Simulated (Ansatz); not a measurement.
# LiF (Fm-3m): zero-pressure volume and bulk modulus with RPBE + D4

The task here is to estimate one member of a computed series from the others.

Computed with Ansatz 0.2.0 (DFT RPBE + D4, scalar-relativistic, plane waves, PAW, unless a step's input says otherwise).

## The starting structure

The structure is cubic, space group Fm-3m (No. 225). Conventional cell: a = 4.028 Å, b = 4.028 Å, c = 4.028 Å, α = 90.00°, β = 90.00°, γ = 90.00°. Li (site symmetry m-3m) has 6 F at 2.01 Å in its first shell of neighbours. Around F (site symmetry m-3m) lie 6 Li at 2.01 Å.

Structure file:

```
CELL_PARAMETERS angstrom
0.00000 2.01400 2.01400
2.01400 0.00000 2.01400
2.01400 2.01400 0.00000
ATOMIC_POSITIONS crystal
Li 0.00000 0.00000 0.00000
F 0.50000 0.50000 0.50000
```

At PBE, an earlier run found 2.12 GPa for this cell of 8.169 Å³/atom (10×10×10 mesh), mesh gap 9.09 eV.

The first run:

input.yaml reads:

```yaml
crystal:
  lattice:
    - [0.0, 2.0140017468, 2.0140017468]
    - [2.0140017468, 0.0, 2.0140017468]
    - [2.0140017468, 2.0140017468, 0.0]
  atoms:
    - { symbol: Li, position: [0.0, 0.0, 0.0] }
    - { symbol: F, position: [0.5, 0.5, 0.5] }
basis:
  ecutwfc: 420
  ecutrho_ratio: 4
kpoints:
  mp_grid: { grid: [10, 10, 10] }
hamiltonian:
  xc: rpbe
  dispersion: d4
scf:
  occupations: { method: gaussian, width: 0.05 }
output:
  forces: true
  stress: true
  eigenvalues: true
```

Launch:

```console
ansatz run input.yaml --threads 4 --pin off --max-ram 8192MiB --backend cpu --events-out ev --progress --plain --runs-dir out
```

Steps of the session up to this table: At the given cell; Stepping to 8.358 Å³/atom; Stepping to 8.586 Å³/atom; Volume × 0.98 of the new zero; Volume × 1.02 of the new zero; Volume × 0.96 of the new zero; Volume × 1.04 of the new zero.

One of the session's tables, all rows but one given; the rest of the session is left out.

It belongs to the step «Energy and pressure against volume». 

```
volume (Å³/atom)  energy (meV/atom)  pressure (GPa)
           8.242               2.88            2.79
           8.414                  ?               ?
           8.586               0.00           -0.02
           8.757               0.68           -1.23
           8.929               2.65           -2.32
```

**Question.** Estimate the row for volume (Å³/atom) = 8.414.

Worked estimate for «energy (meV/atom)». A straight line through the neighbours (8.242, 2.88) and (8.586, 0.00) gives 2.88 + (0.00 − 2.88) × (8.414 − 8.242) / (8.586 − 8.242) = 1.44; a parabola fitted to 3 rows on both sides gives 0.73.

The run gave: energy (meV/atom): 0.66; pressure (GPa): 1.31. In «energy (meV/atom)» the line misses by +0.78 and the parabola by +0.07.
